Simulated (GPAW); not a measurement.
# GaSb (F-43m) in GPAW: further runs

The runs below take GaSb through equation of state, band structure, phonons, with AM05, PBEsol+D3, GLLB-SC, PBEsol+D3(BJ).

All numbers are computed with GPAW 26.7.0; they aren't measurements. Logs are shortened: lines on timing, memory, paths and dates and some standing lists are left out, and cuts for length are marked. The log counts tension as positive stress, the text compression.

**What was measured.**

From a printed reference work, data compilation, for a bulk crystal of GaSb at 4.2 K: band gap 0.811 eV (direct).

The runs below are set against these values where they give the same quantity.

**1. The crystal as given**

It takes space group F-43m (No. 216, cubic). Conventional cell: a = 6.118 Å, b = 6.118 Å, c = 6.118 Å, α = 90.00°, β = 90.00°, γ = 90.00°. Sb (site symmetry -43m) is surrounded by 4 Ga at 2.65 Å. Ga (site symmetry -43m) is surrounded by 4 Sb at 2.65 Å.

**2. Equation of state, AM05**

run.py

```python
from ase import Atoms
from ase.eos import EquationOfState
from ase.io import Trajectory
from ase.units import GPa
from gpaw import GPAW, PW, setup_paths

setup_paths.insert(0, '.')

atoms = Atoms(['Sb', 'Ga'],
              cell=[[0.0, 3.059, 3.059],
                    [3.059, 0.0, 3.059],
                    [3.059, 3.059, 0.0]],
              scaled_positions=[[0.75, 0.75, 0.75],
                                [0.0, 0.0, 0.0]],
              pbc=True)

traj = Trajectory('eos.traj', 'w')
volumes, energies = [], []
for x in [0.94, 0.96, 0.98, 1.0, 1.02, 1.04, 1.06]:
    a = atoms.copy()
    a.set_cell(atoms.cell * x**(1 / 3), scale_atoms=True)
    calc = GPAW(mode=PW(600),
                xc='AM05',
                kpts={'size': (6, 6, 6), 'gamma': True},
                occupations={'name': 'fermi-dirac', 'width': 0.05},
                nbands=18,
                convergence={'density': 1e-05, 'energy': 1e-05},
                maxiter=150,
                txt=f'eos-{x:.2f}.txt')
    a.calc = calc
    energies.append(a.get_potential_energy(force_consistent=True))
    volumes.append(a.get_volume())
    p = -a.get_stress()[:3].mean() / GPa
    calc.write(f'eos-{x:.2f}.gpw')
    traj.write(a)
    print(f'{x:.2f} {volumes[-1]:10.4f} A^3 {energies[-1]:14.6f} eV {p:9.3f} GPa', flush=True)

v0, e0, B = EquationOfState(volumes, energies, eos='birchmurnaghan').fit()
print(f'V0 = {v0:.4f} A^3, E0 = {e0:.6f} eV, B0 = {B / GPa:.2f} GPa')
```

Potentials or basis: PAW data sets generated in the run's folder for this functional, pw.

On the command line:

```
> gpaw-setup -f AM05 Ga Sb
> OMP_NUM_THREADS=1 python run.py
```

The log of the run:

```text
__  _  _
 | _ |_)|_||  |
 |__||  | ||/\| - 26.7.0

Input parameters:
  mode=PW(ecut=600.0),
  convergence={'density': 1e-05, 'energy': 1e-05},
  kpts=MonkhorstPack(size=(6, 6, 6), gamma=True),
  maxiter=150,
  nbands=18,
  occupations=Occupations(name='fermi-dirac', width=0.05),
  xc=XC(name='AM05')

Diagonalizing LCAO Hamiltonian
Converting LCAO to pw mode

                     Sb

       Ga

Atoms  # Å, Bohr magnetons
|   | symbol |        x |        y |        z |    initial magnetic moments |
|---|--------|----------|----------|----------|-----------------------------|
| 0 |     Sb | 4.526486 | 4.526486 | 4.526486 | ( 0.0000,  0.0000,  0.0000) |
| 1 |     Ga | 0.000000 | 0.000000 | 0.000000 | ( 0.0000,  0.0000,  0.0000) |

Unit cell  # Å
| periodic |        x |        y |        z |  lengths |    angles |
|----------|----------|----------|----------|----------|-----------|
|      yes | 0.000000 | 3.017657 | 3.017657 | 4.267612 | 60.000000 |
|      yes | 3.017657 | 0.000000 | 3.017657 | 4.267612 | 60.000000 |
|      yes | 3.017657 | 3.017657 | 0.000000 | 4.267612 | 60.000000 |

Number of symmetries: 24
Symmetry operations  # r_c * U_cc + t_c -> r_c
|    | kind |            matrix            |
|----|------|------------------------------|
|  0 |  E   |  1, 0, 0,  0, 1, 0,  0, 0, 1 |
|  1 |  σ   |  1, 0, 0,  0, 0, 1,  0, 1, 0 |
|  2 |  σ   |  1, 0,-1,  0, 1,-1,  0, 0,-1 |
|  3 |  C3  |  1, 0,-1,  0, 0,-1,  0, 1,-1 |
|  4 |  C3  |  1,-1, 0,  0,-1, 1,  0,-1, 0 |
|  5 |  σ   |  1,-1, 0,  0,-1, 0,  0,-1, 1 |
|  6 |  σ   |  0, 1, 0,  1, 0, 0,  0, 0, 1 |
|  7 |  C3  |  0, 1, 0,  0, 0, 1,  1, 0, 0 |
|  8 |  C2  |  0, 1,-1,  1, 0,-1,  0, 0,-1 |
|  9 |  S4  |  0, 1,-1,  0, 0,-1,  1, 0,-1 |
| 10 |  C3  |  0, 0, 1,  1, 0, 0,  0, 1, 0 |
| 11 |  σ   |  0, 0, 1,  0, 1, 0,  1, 0, 0 |
| 12 |  S4  |  0, 0,-1,  1, 0,-1,  0, 1,-1 |
| 13 |  C3  |  0, 0,-1,  0, 1,-1,  1, 0,-1 |
| 14 |  S4  |  0,-1, 1,  1,-1, 0,  0,-1, 0 |
| 15 |  C2  |  0,-1, 1,  0,-1, 0,  1,-1, 0 |
| 16 |  C3  |  0,-1, 0,  1,-1, 0,  0,-1, 1 |
| 17 |  S4  |  0,-1, 0,  0,-1, 1,  1,-1, 0 |
| 18 |  S4  | -1, 1, 0, -1, 0, 1, -1, 0, 0 |
| 19 |  C3  | -1, 1, 0, -1, 0, 0, -1, 0, 1 |
| 20 |  C3  | -1, 0, 1, -1, 1, 0, -1, 0, 0 |
| 21 |  S4  | -1, 0, 1, -1, 0, 0, -1, 1, 0 |
| 22 |  σ   | -1, 0, 0, -1, 1, 0, -1, 0, 1 |
| 23 |  C2  | -1, 0, 0, -1, 0, 1, -1, 1, 0 |

BZ-sampling:
  Number of BZ points: 216
  Number of IBZ points: 16

  Monkhorst-Pack size: [6, 6, 6]
  Monkhorst-Pack shift: [0.08333333333333333, 0.08333333333333333, 0.08333333333333333]

K-points  # in reciprocal-cell coordinates
|     |                                coordinates |     weight |
|-----|--------------------------------------------|------------|
|   0 | (  0.00000000,   0.00000000,   0.00000000) | 0.00462963 |
|   1 | (  0.16666667,   0.16666667,   0.00000000) | 0.02777778 |
|   2 | (  0.16666667,   0.16666667,   0.16666667) | 0.03703704 |
|   3 | (  0.33333333,   0.16666667,   0.16666667) | 0.05555556 |
|   4 | (  0.33333333,   0.33333333,  -0.33333333) | 0.05555556 |
|   5 | (  0.33333333,   0.33333333,   0.00000000) | 0.02777778 |
|   6 | (  0.33333333,   0.33333333,   0.16666667) | 0.11111111 |
|   7 | (  0.33333333,   0.33333333,   0.33333333) | 0.03703704 |
|   8 | (  0.50000000,   0.33333333,  -0.33333333) | 0.11111111 |
|   9 | (  0.50000000,   0.33333333,  -0.16666667) | 0.05555556 |
| ... |                                            |            |
|  15 | (  0.50000000,   0.50000000,   0.50000000) | 0.01851852 |

Plane wave coefficients: 1853
Cutoff: 600.0 eV

Spin-components: 1 (collinear spins)
Bands:           18
Projectors:      11
Spin-degeneracy: 2
Datatype:        complex128

Parallelization:
  kpt:    1
  domain: 1
  band:   1

Density:
  Valence electrons: 18.0
  Components: 1
  Grid points: [25 25 25]
  Charge: 0.0  # |e|

Potential:
  Grid points: [25 25 25]

species:
  Sb:
    name:    Antimony
    Z:       51.0
    valence: 15
    core:    36
    charge:  0.0  # [|e|]
    compensation charges:
      type: gauss
      rc: 0.36  # [Å]
      lmax: 2
    cutoffs:
      filter: 2.23  # [Å]
      core: 2.23  # [Å]
    projectors
    | kind |    occ | energy [eV] | rcut [Å] |
    |------|--------|-------------|----------|
    |   5s |  2.000 |     -12.821 |    1.154 |
    |   5p |  3.000 |      -4.795 |    1.233 |
    |   4d | 10.000 |     -33.451 |    1.196 |
    |    s |        |      14.390 |    1.154 |
    |    p |        |      22.416 |    1.233 |
    |    d |        |      -6.239 |    1.196 |

    Using partial waves for Sb as LCAO basis

  Ga:
    name:    Gallium
    Z:       31.0
    valence: 3
    core:    28
    charge:  0.0  # [|e|]
    compensation charges:
      type: gauss
      rc: 0.37  # [Å]
      lmax: 2
    cutoffs:
      filter: 2.06  # [Å]
      core: 4.17  # [Å]
    projectors
    | kind |    occ | energy [eV] | rcut [Å] |
    |------|--------|-------------|----------|
    |   4s |  2.000 |      -8.914 |    1.164 |
    |   4p |  1.000 |      -2.533 |    1.164 |
    |    s |        |      18.298 |    1.164 |
    |    p |        |      24.678 |    1.164 |
    |    d |        |       0.000 |    1.164 |

    Using partial waves for Ga as LCAO basis

Reference energy: -228951.228076  # eV

eigensolver:
  PPCG
  Converge bands: occupied
  niter=2

density mixing:
  MSR1-Mixer
  Pratt-step length: 0.05
  Maximum mixing coefficient: 0.75
  Old densities: 10
  SVD Regularization: 0.005
  Good broyden scale: 1.0
  Trust region scale: 1.0
  Backstep threshold: 4.0
  History deletion threshold: 6.0
  Fourier metric: weight=20.0, sigma=0.015

occupation numbers:
  Fermi-Dirac:
    width: 0.0500  # eV

poisson solver:
  ecut: 4800.0  # eV

xc functional:
  name: AM05 with 2 nearest neighbor stencil

convergence criteria:
- Maximum integral of absolute [dens]ity change: 1e-05 electrons / valence electron
- Maximum [total energy] change in last 3 cyles: 1e-05 eV / valence electron
- Maximum integral of absolute [eigenst]ate change: 4e-08 eV^2 / valence electron
maximum number of iterations: 150

SCF iterations
|iter     | |      energy | eigst |  dens |
|---------|-|-------------|-------|-------|
|iter:   1| |   -7.906944 | +0.23 |       |
|iter:   2| |   -7.908952 | -1.99 | -1.28 |
|iter:   3| |   -7.881830 | -2.44 | -1.30 |
|iter:   4| |   -7.883468 | -3.18 | -1.85 |
|iter:   5| |   -7.883846 | -4.25 | -2.60 |
|iter:   6| |   -7.883933 | -5.10 | -3.02 |
|iter:   7| |   -7.883934c| -6.78 | -4.09 |
|iter:   8| |   -7.883934c| -7.68c| -4.57 |
|iter:   9| |   -7.883934c| -8.53c| -5.41c|

Converged in 9 steps
Energy contributions relative to reference atoms: (reference = -228951.228076)

Energy contributions:
  Kinetic:          15.171499
  Coulomb:         -13.034664
  Zero:              0.170633
  External:          0.000000
  Xc:              -10.191297
  Entropy:          -0.000212
  Spinorbit:         0.000000
  ----------------------------
  Free energy:      -7.884040
  Extrapolated:     -7.883934

dipole moment: (-10.766501, -10.766501, -10.766501)  # |e|*Ang

Fermi level: 5.434
Eigenvalues  # (at kpt = [0.000, 0.000, 0.000])
| band index |      eig [eV] | occ [0-2] |
|------------|---------------|-----------|
|          0 |       -23.535 |     2.000 |
|          1 |       -23.535 |     2.000 |
|          2 |       -23.535 |     2.000 |
|          3 |       -23.517 |     2.000 |
|          4 |       -23.517 |     2.000 |
|          5 |        -6.513 |     2.000 |
[... 10 lines left out ...]
|         16 |        14.823 |     0.000 |
|         17 |        14.823 |     0.000 |

Gap: 0.368 eV
Transition (v -> c):
  (s=0, k=0, n=8, [0.00, 0.00, 0.00]) -> (s=0, k=0, n=9, [0.00, 0.00, 0.00])
No difference between direct/indirect transitions

Stress tensor  # eV/Ang^3
|         x |         y |         z |
|-----------|-----------|-----------|
| -0.015776 |  0.000000 |  0.000000 |
|  0.000000 | -0.015776 |  0.000000 |
|  0.000000 |  0.000000 | -0.015776 |

# Writing to eos-0.96.gpw (mode='')
```

It took 59 s on 1 thread of Arm Neoverse V2, shared host; peak memory 0.26 GiB.

What came out:

* Equilibrium volume: 28.79 Å³/atom
* Bulk modulus: 49 GPa
* Pressure derivative of the bulk modulus: 4.8 (rough: it moves with the points fitted)

Energy against volume, from the lowest point:
```tsv
volume (Å³/atom)	energy (meV/atom)
26.907	21.21
27.480	9.71
28.052	2.84
28.625	0.00
29.197	0.63
29.770	4.46
30.342	11.24
```

The run has no spin-orbit coupling, so splittings on Sb are missing. Zero-point motion and thermal expansion aren't in these numbers.

**3. Equation of state, PBEsol+D3**

run.py

```python
from ase.calculators.mixing import SumCalculator
from ase.eos import EquationOfState
from ase.io import Trajectory, read
from ase.units import GPa
from dftd3.ase import DFTD3
from gpaw import GPAW, PW, setup_paths

setup_paths.insert(0, '.')

atoms = read('GaSb.xyz')

traj = Trajectory('eos.traj', 'w')
volumes, energies = [], []
for x in [0.94, 0.96, 0.98, 1.0, 1.02, 1.04, 1.06]:
    a = atoms.copy()
    a.set_cell(atoms.cell * x**(1 / 3), scale_atoms=True)
    calc = GPAW(mode=PW(600),
                xc='PBEsol',
                kpts={'size': (6, 6, 6), 'gamma': True},
                occupations={'name': 'fermi-dirac', 'width': 0.05},
                nbands=18,
                convergence={'density': 1e-05, 'energy': 1e-05},
                maxiter=150,
                txt=f'eos-{x:.2f}.txt')
    a.calc = SumCalculator([calc, DFTD3(method='pbesol', damping='d3zero')])
    energies.append(a.get_potential_energy())
    volumes.append(a.get_volume())
    p = -a.get_stress()[:3].mean() / GPa
    calc.write(f'eos-{x:.2f}.gpw')
    traj.write(a)
    print(f'{x:.2f} {volumes[-1]:10.4f} A^3 {energies[-1]:14.6f} eV {p:9.3f} GPa', flush=True)

v0, e0, B = EquationOfState(volumes, energies, eos='birchmurnaghan').fit()
print(f'V0 = {v0:.4f} A^3, E0 = {e0:.6f} eV, B0 = {B / GPa:.2f} GPa')
```

GaSb.xyz

```xyz
2
Lattice="0.0000000000 3.0590000000 3.0590000000 3.0590000000 0.0000000000 3.0590000000 3.0590000000 3.0590000000 0.0000000000" Properties=species:S:1:pos:R:3 pbc="T T T"
Sb     4.5885000000      4.5885000000      4.5885000000
Ga     0.0000000000      0.0000000000      0.0000000000
```

Potentials or basis: PAW data sets generated in the run's folder for this functional, pw.

On the command line:

```
> gpaw-setup -f PBEsol Ga Sb
> OMP_NUM_THREADS=1 python run.py
```

The log of the run:

```text
__  _  _
 | _ |_)|_||  |
 |__||  | ||/\| - 26.7.0

Input parameters:
  mode=PW(ecut=600.0),
  convergence={'density': 1e-05, 'energy': 1e-05},
  kpts=MonkhorstPack(size=(6, 6, 6), gamma=True),
  maxiter=150,
  nbands=18,
  occupations=Occupations(name='fermi-dirac', width=0.05),
  xc=XC(name='PBEsol')

Diagonalizing LCAO Hamiltonian
Converting LCAO to pw mode

                     Sb

       Ga

Atoms  # Å, Bohr magnetons
|   | symbol |        x |        y |        z |    initial magnetic moments |
|---|--------|----------|----------|----------|-----------------------------|
| 0 |     Sb | 4.494831 | 4.494831 | 4.494831 | ( 0.0000,  0.0000,  0.0000) |
| 1 |     Ga | 0.000000 | 0.000000 | 0.000000 | ( 0.0000,  0.0000,  0.0000) |

Unit cell  # Å
| periodic |        x |        y |        z |  lengths |    angles |
|----------|----------|----------|----------|----------|-----------|
|      yes | 0.000000 | 2.996554 | 2.996554 | 4.237767 | 60.000000 |
|      yes | 2.996554 | 0.000000 | 2.996554 | 4.237767 | 60.000000 |
|      yes | 2.996554 | 2.996554 | 0.000000 | 4.237767 | 60.000000 |

Number of symmetries: 24
Symmetry operations  # r_c * U_cc + t_c -> r_c
|    | kind |            matrix            |
|----|------|------------------------------|
|  0 |  E   |  1, 0, 0,  0, 1, 0,  0, 0, 1 |
|  1 |  σ   |  1, 0, 0,  0, 0, 1,  0, 1, 0 |
|  2 |  σ   |  1, 0,-1,  0, 1,-1,  0, 0,-1 |
|  3 |  C3  |  1, 0,-1,  0, 0,-1,  0, 1,-1 |
|  4 |  C3  |  1,-1, 0,  0,-1, 1,  0,-1, 0 |
|  5 |  σ   |  1,-1, 0,  0,-1, 0,  0,-1, 1 |
|  6 |  σ   |  0, 1, 0,  1, 0, 0,  0, 0, 1 |
|  7 |  C3  |  0, 1, 0,  0, 0, 1,  1, 0, 0 |
|  8 |  C2  |  0, 1,-1,  1, 0,-1,  0, 0,-1 |
|  9 |  S4  |  0, 1,-1,  0, 0,-1,  1, 0,-1 |
| 10 |  C3  |  0, 0, 1,  1, 0, 0,  0, 1, 0 |
| 11 |  σ   |  0, 0, 1,  0, 1, 0,  1, 0, 0 |
| 12 |  S4  |  0, 0,-1,  1, 0,-1,  0, 1,-1 |
| 13 |  C3  |  0, 0,-1,  0, 1,-1,  1, 0,-1 |
| 14 |  S4  |  0,-1, 1,  1,-1, 0,  0,-1, 0 |
| 15 |  C2  |  0,-1, 1,  0,-1, 0,  1,-1, 0 |
| 16 |  C3  |  0,-1, 0,  1,-1, 0,  0,-1, 1 |
| 17 |  S4  |  0,-1, 0,  0,-1, 1,  1,-1, 0 |
| 18 |  S4  | -1, 1, 0, -1, 0, 1, -1, 0, 0 |
| 19 |  C3  | -1, 1, 0, -1, 0, 0, -1, 0, 1 |
| 20 |  C3  | -1, 0, 1, -1, 1, 0, -1, 0, 0 |
| 21 |  S4  | -1, 0, 1, -1, 0, 0, -1, 1, 0 |
| 22 |  σ   | -1, 0, 0, -1, 1, 0, -1, 0, 1 |
| 23 |  C2  | -1, 0, 0, -1, 0, 1, -1, 1, 0 |

BZ-sampling:
  Number of BZ points: 216
  Number of IBZ points: 16

  Monkhorst-Pack size: [6, 6, 6]
  Monkhorst-Pack shift: [0.08333333333333333, 0.08333333333333333, 0.08333333333333333]

K-points  # in reciprocal-cell coordinates
|     |                                coordinates |     weight |
|-----|--------------------------------------------|------------|
|   0 | (  0.00000000,   0.00000000,   0.00000000) | 0.00462963 |
|   1 | (  0.16666667,   0.16666667,   0.00000000) | 0.02777778 |
|   2 | (  0.16666667,   0.16666667,   0.16666667) | 0.03703704 |
|   3 | (  0.33333333,   0.16666667,   0.16666667) | 0.05555556 |
|   4 | (  0.33333333,   0.33333333,  -0.33333333) | 0.05555556 |
|   5 | (  0.33333333,   0.33333333,   0.00000000) | 0.02777778 |
|   6 | (  0.33333333,   0.33333333,   0.16666667) | 0.11111111 |
|   7 | (  0.33333333,   0.33333333,   0.33333333) | 0.03703704 |
|   8 | (  0.50000000,   0.33333333,  -0.33333333) | 0.11111111 |
|   9 | (  0.50000000,   0.33333333,  -0.16666667) | 0.05555556 |
| ... |                                            |            |
|  15 | (  0.50000000,   0.50000000,   0.50000000) | 0.01851852 |

Plane wave coefficients: 1820
Cutoff: 600.0 eV

Spin-components: 1 (collinear spins)
Bands:           18
Projectors:      11
Spin-degeneracy: 2
Datatype:        complex128

Parallelization:
  kpt:    1
  domain: 1
  band:   1

Density:
  Valence electrons: 18.0
  Components: 1
  Grid points: [24 24 24]
  Charge: 0.0  # |e|

Potential:
  Grid points: [24 24 24]

species:
  Sb:
    name:    Antimony
    Z:       51.0
    valence: 15
    core:    36
    charge:  0.0  # [|e|]
    compensation charges:
      type: gauss
      rc: 0.36  # [Å]
      lmax: 2
    cutoffs:
      filter: 2.23  # [Å]
      core: 2.23  # [Å]
    projectors
    | kind |    occ | energy [eV] | rcut [Å] |
    |------|--------|-------------|----------|
    |   5s |  2.000 |     -12.861 |    1.154 |
    |   5p |  3.000 |      -4.846 |    1.233 |
    |   4d | 10.000 |     -33.456 |    1.196 |
    |    s |        |      14.351 |    1.154 |
    |    p |        |      22.365 |    1.233 |
    |    d |        |      -6.245 |    1.196 |

    Using partial waves for Sb as LCAO basis

  Ga:
    name:    Gallium
    Z:       31.0
    valence: 3
    core:    28
    charge:  0.0  # [|e|]
    compensation charges:
      type: gauss
      rc: 0.37  # [Å]
      lmax: 2
    cutoffs:
      filter: 2.06  # [Å]
      core: 4.17  # [Å]
    projectors
    | kind |    occ | energy [eV] | rcut [Å] |
    |------|--------|-------------|----------|
    |   4s |  2.000 |      -8.959 |    1.164 |
    |   4p |  1.000 |      -2.572 |    1.164 |
    |    s |        |      18.252 |    1.164 |
    |    p |        |      24.640 |    1.164 |
    |    d |        |       0.000 |    1.164 |

    Using partial waves for Ga as LCAO basis

Reference energy: -229049.218856  # eV

eigensolver:
  PPCG
  Converge bands: occupied
  niter=2

density mixing:
  MSR1-Mixer
  Pratt-step length: 0.05
  Maximum mixing coefficient: 0.75
  Old densities: 10
  SVD Regularization: 0.005
  Good broyden scale: 1.0
  Trust region scale: 1.0
  Backstep threshold: 4.0
  History deletion threshold: 6.0
  Fourier metric: weight=20.0, sigma=0.015

occupation numbers:
  Fermi-Dirac:
    width: 0.0500  # eV

poisson solver:
  ecut: 4800.0  # eV

xc functional:
  name: PBEsol with 2 nearest neighbor stencil

convergence criteria:
- Maximum integral of absolute [dens]ity change: 1e-05 electrons / valence electron
- Maximum [total energy] change in last 3 cyles: 1e-05 eV / valence electron
- Maximum integral of absolute [eigenst]ate change: 4e-08 eV^2 / valence electron
maximum number of iterations: 150

SCF iterations
|iter     | |      energy | eigst |  dens |
|---------|-|-------------|-------|-------|
|iter:   1| |   -8.422454 | +0.24 |       |
|iter:   2| |   -8.422629 | -1.97 | -1.28 |
|iter:   3| |   -8.380722 | -2.48 | -1.31 |
|iter:   4| |   -8.380702 | -3.22 | -1.87 |
|iter:   5| |   -8.381060 | -4.29 | -2.63 |
|iter:   6| |   -8.381142 | -5.15 | -3.06 |
|iter:   7| |   -8.381143c| -6.66 | -4.13 |
|iter:   8| |   -8.381143c| -7.62c| -4.63 |
|iter:   9| |   -8.381143c| -8.39c| -5.30c|

Converged in 9 steps
Energy contributions relative to reference atoms: (reference = -229049.218856)

Energy contributions:
  Kinetic:          16.956702
  Coulomb:         -14.516263
  Zero:              0.173709
  External:          0.000000
  Xc:              -10.995226
  Entropy:          -0.000131
  Spinorbit:         0.000000
  ----------------------------
  Free energy:      -8.381209
  Extrapolated:     -8.381143

dipole moment: (-10.613065, -10.613065, -10.613065)  # |e|*Ang

Fermi level: 5.640
Eigenvalues  # (at kpt = [0.000, 0.000, 0.000])
| band index |      eig [eV] | occ [0-2] |
|------------|---------------|-----------|
|          0 |       -23.386 |     2.000 |
|          1 |       -23.386 |     2.000 |
|          2 |       -23.386 |     2.000 |
|          3 |       -23.365 |     2.000 |
|          4 |       -23.365 |     2.000 |
|          5 |        -6.519 |     2.000 |
[... 10 lines left out ...]
|         16 |        14.894 |     0.000 |
|         17 |        14.894 |     0.000 |

Gap: 0.492 eV
Transition (v -> c):
  (s=0, k=0, n=8, [0.00, 0.00, 0.00]) -> (s=0, k=0, n=9, [0.00, 0.00, 0.00])
No difference between direct/indirect transitions

Stress tensor  # eV/Ang^3
|         x |         y |         z |
|-----------|-----------|-----------|
| -0.022288 |  0.000000 |  0.000000 |
|  0.000000 | -0.022288 |  0.000000 |
|  0.000000 |  0.000000 | -0.022288 |

# Writing to eos-0.94.gpw (mode='')
```

Wall time 59 s (1 thread of Arm Neoverse V2, shared host); peak memory 0.26 GiB.

Results:

* Equilibrium volume: 28.08 Å³/atom
* Bulk modulus: 54 GPa
* Pressure derivative of the bulk modulus: 4.4 (rough: it moves with the points fitted)

Energy against volume, from the lowest point:
| volume (Å³/atom) | energy (meV/atom) |
| --- | --- |
| 26.907 | 8.92 |
| 27.480 | 2.20 |
| 28.052 | 0.00 |
| 28.625 | 1.71 |
| 29.197 | 6.83 |
| 29.770 | 15.14 |
| 30.342 | 26.37 |

(Part 1 of 2 ends here.)
